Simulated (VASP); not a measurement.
# Mo (Im-3m) in VASP: settings compared

Aim: see how the results for Mo move with the level of theory and the settings. Levels: PBEsol, r2SCAN. Tasks: single point.

Program: VASP 6.6.1. These are calculated values, not measurements. Logs are shortened: lines on timing, memory, paths and dates and some standing lists are left out, and cuts for length are marked.

## Step 1: Starting point

Symmetry: Im-3m, No. 229, cubic system. Conventional cell: a = 3.131 Å, b = 3.131 Å, c = 3.131 Å, α = 90.00°, β = 90.00°, γ = 90.00°. Mo (site symmetry m-3m) is surrounded by 8 Mo at 2.71 Å.

## Step 2: Single point, PBEsol

INCAR

```
SYSTEM = Mo
  PREC = Accurate
  ENCUT = 900
  EDIFF = 1E-6
  ISMEAR = 0
  SIGMA = 0.1
  LREAL = .False.
  LASPH = .True.
  NELM = 60
  ALGO = Normal
  ISIF = 2
  LWAVE = .False.
  LCHARG = .False.
  GGA = PS
  NBANDS = 13
```

KPOINTS

```
regular mesh
0
Gamma
  18 18 18
  0 0 0
```

POSCAR

```
Mo
1.0
   -1.5656100000      1.5656100000      1.5656100000
    1.5656100000     -1.5656100000      1.5656100000
    1.5656100000      1.5656100000     -1.5656100000
Mo
1
Direct
    1.0000000000      0.0000000000      1.0000000000
```

Potentials or basis: VASP PAW PBE potentials, release 64 (Mo_sv).

On the command line:

```sh
$ cat potpaw_PBE.64/Mo_sv/POTCAR > POTCAR
$ mpirun -np 1 vasp_std > vasp.out
```

OUTCAR:

```text
SYSTEM = Mo
   PREC = Accurate
   ENCUT = 900
   EDIFF = 1E-6
   ISMEAR = 0
   LREAL = .False.
   LASPH = .True.
   NELM = 60
   ISIF = 2
   GGA = PS

 ion  position               nearest neighbor table
   1  0.000  0.000  0.000-

  LATTYP: Found a body centered cubic cell.
 ALAT       =     3.1312200000

  Lattice vectors:

 A1 = (  -1.5656100000,   1.5656100000,   1.5656100000)
 A2 = (   1.5656100000,  -1.5656100000,   1.5656100000)
 A3 = (   1.5656100000,   1.5656100000,  -1.5656100000)

Analysis of symmetry for initial positions (statically):
=====================================================================
 Subroutine PRICEL returns:
 Original cell was already a primitive cell.

 Routine SETGRP: Setting up the symmetry group for a
 body centered cubic supercell.

 Subroutine GETGRP returns: Found 48 space group operations
 (whereof 48 operations were pure point group operations)
 out of a pool of 48 trial point group operations.

The static configuration has the point symmetry O_h .

Analysis of symmetry for dynamics (positions and initial velocities):
=====================================================================
 Subroutine PRICEL returns:
 Original cell was already a primitive cell.

 Routine SETGRP: Setting up the symmetry group for a
 body centered cubic supercell.

 Subroutine GETGRP returns: Found 48 space group operations
 (whereof 48 operations were pure point group operations)
 out of a pool of 48 trial point group operations.

The dynamic configuration has the point symmetry O_h .

 Subroutine INISYM returns: Found 48 space group operations
 (whereof 48 operations are pure point group operations),
 and found     1 'primitive' translations

----------------------------------------------------------------------------------------

                                     Primitive cell

  volume of cell :      15.3501

  direct lattice vectors                    reciprocal lattice vectors
    -1.565610000  1.565610000  1.565610000     0.000000000  0.319364337  0.319364337
     1.565610000 -1.565610000  1.565610000     0.319364337  0.000000000  0.319364337
     1.565610000  1.565610000 -1.565610000     0.319364337  0.319364337  0.000000000

  length of vectors
     2.711716065  2.711716065  2.711716065     0.451649377  0.451649377  0.451649377

  position of ions in fractional coordinates (direct lattice)
     0.000000000  0.000000000  0.000000000

  ion indices of the primitive-cell ions
   primitive index   ion index
                 1           1

----------------------------------------------------------------------------------------

 KPOINTS: regular mesh

Automatic generation of k-mesh.
 Grid dimensions read from file:
 generate k-points for:   18   18   18

 Generating k-lattice:

  Cartesian coordinates                     Fractional coordinates (reciprocal lattice)
     0.000000000  0.017742463  0.017742463     0.055555556  0.000000000  0.000000000
     0.017742463  0.000000000  0.017742463     0.000000000  0.055555556  0.000000000
     0.017742463  0.017742463  0.000000000     0.000000000  0.000000000  0.055555556

  Length of vectors
     0.025091632  0.025091632  0.025091632

  Shift w.r.t. Gamma in fractional coordinates (k-lattice)
     0.000000000  0.000000000  0.000000000

 Subroutine IBZKPT returns following result:
 ===========================================

 Found    195 irreducible k-points:

 Following reciprocal coordinates:
            Coordinates               Weight
  0.000000  0.000000  0.000000      1.000000
  0.055556  0.000000  0.000000     12.000000
  0.111111  0.000000  0.000000     12.000000
  0.166667  0.000000  0.000000     12.000000
  0.222222  0.000000  0.000000     12.000000
  0.277778  0.000000  0.000000     12.000000
[... 16 lines left out ...]
  0.333333  0.111111 -0.000000     48.000000
  0.388889  0.111111 -0.000000     48.000000
 [... further k-points ...]
   k-points           NKPTS =    195   k-points in BZ     NKDIM =    195   number of bands    NBANDS=     13
   number of dos      NEDOS =    301   number of ions     NIONS =      1
   total plane-waves  NPLWV =  21952
   dimension x,y,z NGX =    28 NGY =   28 NGZ =   28
   dimension x,y,z NGXF=    56 NGYF=   56 NGZF=   56
   ions per type =               1
   NGX,Y,Z   is equivalent  to a cutoff of  17.17, 17.17, 17.17 a.u.
   NGXF,Y,Z  is equivalent  to a cutoff of  34.33, 34.33, 34.33 a.u.
 SYSTEM =  Mo
   PREC   = accura    normal or accurate (medium, high low for compatibility)
   ISTART =      0    job   : 0-new  1-cont  2-samecut
   ICHARG =      2    charge: 1-file 2-atom 10-const
   ISPIN  =      1    spin polarized calculation?
   LNONCOLLINEAR =      F non collinear calculations
   LSORBIT =      F    spin-orbit coupling
   LASPH  =      T    aspherical Exc in radial PAW
   ENCUT  =  900.0 eV  66.15 Ry    8.13 a.u.   6.63  6.63  6.63*2*pi/ulx,y,z
   NELM   =     60;   NELMIN=  2; NELMDL= -5     # of ELM steps
   EDIFF  = 0.1E-05   stopping-criterion for ELM
   LREAL  =      F    real-space projection
   EDIFFG = 0.1E-04   stopping-criterion for IOM
   NSW    =      0    number of steps for IOM
   IBRION =     -1    ionic relax: 0-MD 1-quasi-New 2-CG
   NFREE  =      0    steps in history (QN), initial steepest desc. (CG)
   ISIF   =      2    stress and relaxation
   ISYM   =      2    0-nonsym 1-usesym 2-fastsym
   POTIM  = 0.5000    time-step for ionic-motion
   TEBEG  =    0.0;   TEEND  =   0.0 temperature during run
   PSTRESS=    0.0 pullay stress
   NELECT =      14.0000    total number of electrons
   NUPDOWN=      -1.0000    fix difference up-down
   EMIN   =  10.00;   EMAX   =-10.00  energy-range for DOS
   EFERMI =   0.00;   METHOD = LEGACY
   ISMEAR =     0;   SIGMA  =   0.10  broadening in eV -4-tet -1-fermi 0-gaus
   EFERMI_NEDOS =   21; number of points for ismear=-14 and -15
   IALGO  =     38    algorithm
   IMIX   =      4    mixing-type and parameters
     AMIX     =   0.40;   BMIX     =  1.00
     AMIX_MAG =   1.60;   BMIX_MAG =  1.00
  volume/ion in A,a.u.               =      15.35       103.59
  Fermi-wavevector in a.u.,A,eV,Ry     =   1.587623  3.000172 34.294102  2.520545
  Thomas-Fermi vector in A             =   2.686752
   LORBIT       =      0    0 simple, 1 ext, 2 COOP (PROOUT), +10 PAW based schemes
   GGA     = PS    functional components
   LHFCALC =     F    Hartree Fock is set to
   AEXX    =    0.0000 exact exchange contribution
   IVDW    =     0    specifies the selected vdW correction
   LEPSILON=     F    determine dielectric tensor
   LRPA    =     F    only Hartree local field effects (RPA)
 non-spin polarized calculation
 Gauss-broadening in eV      SIGMA  =   0.10
  energy-cutoff  :      900.00
  volume of cell :       15.35
 maximum number of plane-waves:       962
   NGX = 13   NGY = 13   NGZ = 13

 number of electron      14.0000001 magnetization

 Free energy of the ion-electron system (eV)
  ---------------------------------------------------
  ext. energy  EPLUGINS =         0.00000000
  ---------------------------------------------------
  free energy    TOTEN  =       -11.77807573 eV

  energy without entropy =      -11.77574457  energy(sigma->0) =      -11.77691015

 E-fermi :  12.7778     XC(G=0): -13.6313

 val. band max:       12.7769782579   @ k =  -0.3889   0.4444   0.2778
 cond. band min:      12.7800209968   @ k =   0.3889   0.1111  -0.0000
 fundamental gap:      0.0030427388
 Fermi energy:        12.7777637439

 k-point     1 :       0.0000    0.0000    0.0000
  band No.  band energies     occupation
      1     -48.4376      2.00000
      2     -21.6823      2.00000
      3     -21.6823      2.00000
      4     -21.6823      2.00000
      5       5.4150      2.00000
      6      11.3566      2.00000
      7      11.3566      2.00000
      8      11.3566      2.00000
      9      14.4393      0.00000
     10      14.4393      0.00000
     11      27.5940      0.00000
     12      27.5940      0.00000
     13      27.5940      0.00000

 k-point     2 :       0.0556    0.0000    0.0000
  band No.  band energies     occupation
      1     -48.4292      2.00000
      2     -21.7308      2.00000
      3     -21.6972      2.00000
      4     -21.6827      2.00000
      5       5.5555      2.00000
      6      11.2763      2.00000
      7      11.3437      2.00000
      8      11.4886      2.00000
      9      14.3184      0.00000
     10      14.4411      0.00000
     11      27.7023      0.00000
     12      27.8310      0.00000
     13      27.8824      0.00000

 k-point     3 :       0.1111    0.0000    0.0000
  band No.  band energies     occupation
      1     -48.4048      2.00000
      2     -21.8689      2.00000
      3     -21.7397      2.00000
      4     -21.6838      2.00000
      5       5.9558      2.00000
      6      11.0534      2.00000
      7      11.2865      2.00000
      8      11.8792      2.00000
      9      14.0535      0.00000
     10      14.4518      0.00000
     11      27.9636      0.00000
     12      28.5214      0.00000
     13      28.6039      0.00000

 k-point     4 :       0.1667    0.0000    0.0000
  band No.  band energies     occupation
      1     -48.3672      2.00000
      2     -22.0767      2.00000
      3     -21.8044      2.00000
      4     -21.6855      2.00000
      5       6.5435      2.00000
      6      10.7333      2.00000
      7      11.1673      2.00000
      8      12.5120      1.99983
      9      13.8500      0.00000
     10      14.4851      0.00000
     11      28.1586      0.00000
     12      29.3362      0.00000
     13      29.6127      0.00000

 k-point     5 :       0.2222    0.0000    0.0000
  band No.  band energies     occupation
      1     -48.3207      2.00000
      2     -22.3259      2.00000
      3     -21.8827      2.00000
      4     -21.6877      2.00000
      5       7.1634      2.00000
      6      10.3701      2.00000
      7      11.0915      2.00000
      8      13.3573      0.00000
      9      13.8388      0.00000
     10      14.5545      0.00000
     11      27.9421      0.00000
     12      29.4491      0.00000
     13      31.0357      0.00000
[... 257 lines left out ...]
 k-point    22 :       0.2778    0.1111    0.0000
  band No.  band energies     occupation
      1     -48.2110      2.00000
      2     -22.8191      2.00000
      3     -22.0737      2.00000
      4     -21.7546      2.00000
      5       8.0076      2.00000
      6       9.7650      2.00000
      7      11.3645      2.00000
      8      13.9490      0.00000
      9      15.0881      0.00000
     10      16.2607      0.00000
     11      26.5361      0.00000
     12      27.5682      0.00000
     13      32.1826      0.00000

 k-point    23 :       0.3333    0.1111   -0.0000
  band No.  band energies     occupation
      1     -48.1744      2.00000
      2     -22.9798      2.00000
      3     -22.1494      2.00000
      4     -21.7582      2.00000
      5       7.8671      2.00000
      6       9.5533      2.00000
      7      12.1356      2.00000
      8      14.2311      0.00000
      9      15.2652      0.00000
     10      17.4099      0.00000
     11      25.5847      0.00000
     12      26.3692      0.00000
     13      30.8981      0.00000

 k-point    24 :       0.3889    0.1111   -0.0000
  band No.  band energies     occupation
      1     -48.1505      2.00000
      2     -23.0834      2.00000
      3     -22.1989      2.00000
      4     -21.7604      2.00000
      5       7.7222      2.00000
      6       9.4234      2.00000
      7      12.7800      0.97453
      8      14.3551      0.00000
      9      15.5295      0.00000
     10      18.3107      0.00000
     11      24.6993      0.00000
     12      25.6165      0.00000
     13      29.9596      0.00000

 [... further k-points ...]

------------------------ aborting loop because EDIFF is reached ----------------------------------------

  FORCE on cell =-STRESS in cart. coord.  units (eV):
  Direction    XX          YY          ZZ          XY          YZ          ZX
  --------------------------------------------------------------------------------------
  -------------------------------------------------------------------------------------
  Total        0.0072595      0.0072595      0.0072595      0.0000000      0.0000000      0.0000000
  in kB        0.7577111      0.7577111      0.7577111      0.0000000      0.0000000      0.0000000
  external PRESSURE =       0.7577111 kB  Pullay stress =       0.0000000 kB

 VOLUME and BASIS-vectors are now :
 -----------------------------------------------------------------------------
  energy-cutoff  :      900.00
  volume of cell :       15.35
      direct lattice vectors                 reciprocal lattice vectors
    -1.565610000  1.565610000  1.565610000     0.000000000  0.319364337  0.319364337
     1.565610000 -1.565610000  1.565610000     0.319364337  0.000000000  0.319364337
     1.565610000  1.565610000 -1.565610000     0.319364337  0.319364337  0.000000000

 POSITION                                       TOTAL-FORCE (eV/Angst)
 -----------------------------------------------------------------------------------
      0.00000      0.00000      0.00000        -0.000000      0.000000     -0.000000
 -----------------------------------------------------------------------------------
    total drift:                                0.000000     -0.000000     -0.000000

  FREE ENERGIE OF THE ION-ELECTRON SYSTEM (eV)
  ---------------------------------------------------
  free  energy   TOTEN  =       -11.7780757264 eV

  energy  without entropy=      -11.7757445729  energy(sigma->0) =      -11.77691015
```

Run time: 48 s. Hardware: 1 thread of Intel Xeon Platinum 8488C (Sapphire Rapids), shared host; peak memory 0.22 GiB.

Results:

```
Free energy            : -11.7781 eV
Pressure               : 0.1 GPa
Band gap on the k mesh : none (metal or under the smearing width)
```

Levels at points of the mesh, in eV from the Fermi level:
| k point | band 4 | band 5 | band 6 | band 7 | band 8 | band 9 | band 10 | band 11 |
| --- | --- | --- | --- | --- | --- | --- | --- | --- |
| (0.00, 0.00, 0.00) | -34.46 | -7.36 | -1.42 | -1.42 | -1.42 | 1.66 | 1.66 | 14.82 |
| (0.50, 0.00, 0.00) | -34.47 | -5.48 | -3.52 | 1.66 | 1.71 | 2.35 | 4.89 | 11.90 |
| (0.50, 0.50, 0.50) | -35.49 | -5.63 | -5.63 | 4.10 | 4.10 | 4.10 | 9.14 | 9.14 |

Caveat: the PAW data sets were made with another functional, which shifts forces and pressure a little.

(Continued in part 2 of 2.)
